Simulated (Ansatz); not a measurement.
**InSe under changes of volume**

One of the cells (29.237 Å³/atom); the others are scaled copies at fixed shape and fractional positions:

```
CELL_PARAMETERS angstrom
2.00000 1.15470 8.44000
-2.00000 1.15470 8.44000
0.00000 -2.30940 8.44000
ATOMIC_POSITIONS crystal
In 0.88860 0.88860 0.88860
In 0.00000 0.00000 0.00000
Se 0.17190 0.17190 0.17190
Se 0.38350 0.38350 0.38350
```

| Quantity | Value |
| --- | --- |
| Program | Ansatz 0.2.0 |
| Functional | RPBE |
| Dispersion | D4 |
| Potentials or basis | Ansatz PAW |
| Cutoff | 420 eV (not typed: the program's choice for these potentials) |
| k mesh | 8 × 8 × 8 |
| Occupations | fermi-dirac, width 0.05 eV |
| Spin | no spin polarisation |

```csv
volume (Å³/atom),energy over the lowest point (meV/atom),pressure (GPa),gap on the mesh (eV),largest force (eV/Å)
27.483,28.87,4.5,0.75,0.958
28.068,15.08,3.1,0.69,0.766
28.652,6.00,1.9,0.63,0.589
29.237,1.12,0.8,0.58,0.441
29.822,0.00,-0.2,0.52,0.359
30.406,2.22,-1.0,0.48,0.282
30.991,?,?,?,?
```

Problem. What does the run at 30.991 Å³/atom give?

Solution. Energy over the lowest point 7.43 meV/atom; pressure -1.8 GPa; gap on the mesh 0.43 eV; largest force 0.210 eV/Å.

Worked out: A Birch-Murnaghan fit of order 3 (a polynomial in V^(-2/3)) to the other rows has its minimum at 29.72 Å³/atom with B0 = V·E''(V) = 48 GPa and B' = 4.7 at fixed shape and positions, which overstates the stiffness. It gives 7.45 meV/atom at 30.991 Å³/atom, against the run's 7.43, and -dE/dV = -1.8 GPa, against -1.8. A straight line through the other rows of the gap, of slope -2.7 eV per unit of ln V (its deformation potential), extrapolates to 0.42 eV, against the run's 0.43.

Energies are extrapolated to zero smearing.

Caveats: spin-orbit coupling is left out, which moves the levels of the heavy elements; the PAW data sets come from PBE, with cores solved anew for the run's functional, which leaves a small shift of forces and pressure.

A mesh can miss the band edges.
